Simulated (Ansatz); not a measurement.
Geometry optimisation, DFT PBE-D3(BJ), scalar-relativistic, plane waves, PAW (Ansatz).

The input (input.yaml):

```yaml
accuracy: low
crystal:
  lattice:
    - [5.91311, 0.0, 0.0]
    - [0.0, 5.3324, 0.0]
    - [0.0, 0.0, 15.76774]
  atoms:
    - { symbol: Si, position: [0.0, 0.0, 0.0634206] }
    - { symbol: Si, position: [0.5, 0.25, 0.0634206] }
    - { symbol: O, position: [0.0, 0.0, 0.1782872] }
    - { symbol: O, position: [0.1937, 0.25, 0.0634206] }
    - { symbol: O, position: [0.5, 0.0, 0.1360607] }
    - { symbol: O, position: [0.8063, 0.25, 0.0634206] }
    - { symbol: Si, position: [0.5, 0.0, 0.2509272] }
    - { symbol: Si, position: [1.0, 0.25, 0.2509272] }
    - { symbol: O, position: [0.5, 0.0, 0.3657937] }
    - { symbol: O, position: [0.6937, 0.25, 0.2509272] }
    - { symbol: O, position: [0.0, 0.0, 0.3235672] }
    - { symbol: O, position: [0.3063, 0.25, 0.2509272] }
    - { symbol: Si, position: [0.0, 0.5, 0.0634206] }
    - { symbol: Si, position: [0.5, 0.75, 0.0634206] }
    - { symbol: O, position: [0.0, 0.5, 0.1782872] }
    - { symbol: O, position: [0.1937, 0.75, 0.0634206] }
    - { symbol: O, position: [0.5, 0.5, 0.1360607] }
    - { symbol: O, position: [0.8063, 0.75, 0.0634206] }
    - { symbol: Si, position: [0.5, 0.5, 0.2509272] }
    - { symbol: Si, position: [1.0, 0.75, 0.2509272] }
    - { symbol: O, position: [0.5, 0.5, 0.3657937] }
    - { symbol: O, position: [0.6937, 0.75, 0.2509272] }
    - { symbol: O, position: [0.0, 0.5, 0.3235672] }
    - { symbol: O, position: [0.3063, 0.75, 0.2509272] }
basis:
  ecutwfc: 420.0
kpoints:
  mp_grid: { grid: [2, 2, 1] }
hamiltonian:
  xc: pbe
  dispersion: d3bj
  pseudopotentials: { kind: paw, azcp: { folder: soft_1 } }
scf:
  occupations: { method: fermi_dirac, width: 0.02 }
  lower_state_search: "off"
relax:
  f_tol: 0.08
  max_steps: 25
  adjacent_minimum: "off"
  constraints: [{ sites: [0, 1, 3, 5, 12, 13, 15, 17] }]
```

Run as:

```bash
$ ansatz run input.yaml --threads 1 --pin off --max-ram 3072MiB --backend cpu --events-out ev --progress --plain --runs-dir out
```

Question: Where does it end, and by what steps?

Answer: It converged. The force dipped under the threshold on the way, but the program's further checks kept it going. Limits of this set-up: coarse k mesh, thin slab, slab without dipole correction, low accuracy level. After 7 steps the energy has fallen by 2.458 eV; Si7 moved furthest, 0.55 Å. Parted: O5–Si7 (1.81 → 2.56 Å), O17–Si19 (1.81 → 2.56 Å).

| step | energy less start (eV) | largest force component (eV/Å) | accepted |
| --- | --- | --- | --- |
| 0 | 0.0000 | 4.566 | yes |
| 1 | -0.6586 | 3.408 | yes |
| 2 | -1.5944 | 2.514 | yes |
| 3 | -2.1859 | 0.638 | yes |
| 4 | -2.4095 | 0.356 | yes |
| 5 | -2.4425 | 0.436 | yes |
| 6 | -2.4578 | 0.047 | yes |
| 7 | -2.4579 | 0.048 | yes |

```xyz
24
Lattice="5.9131 0.0000 0.0000 0.0000 5.3324 0.0000 0.0000 0.0000 15.7677" Properties=species:S:1:pos:R:3
Si 0.000 0.000 1.000
Si 2.957 1.333 1.000
O 0.000 0.000 2.736
O 1.145 1.333 1.000
O 2.957 0.000 1.953
O 4.768 1.333 1.000
Si 2.957 0.000 4.510
Si 5.913 1.333 4.098
O 2.957 0.000 6.153
O 4.068 1.333 4.046
O 0.000 0.000 5.114
O 1.845 1.333 4.046
Si 0.000 2.666 1.000
Si 2.957 3.999 1.000
O 0.000 2.666 2.736
O 1.145 3.999 1.000
O 2.957 2.666 1.953
O 4.768 3.999 1.000
Si 2.957 2.666 4.510
Si 5.913 3.999 4.098
O 2.957 2.666 6.153
O 4.068 3.999 4.046
O 0.000 2.666 5.114
O 1.845 3.999 4.046
```

Whether the end is a true minimum wasn't checked by a vibrational analysis.

Time of the run: 57 s on 1 thread of AMD EPYC 7R43 64-Core Processor (Zen 3), on a shared host, peak memory 0.71 GiB.
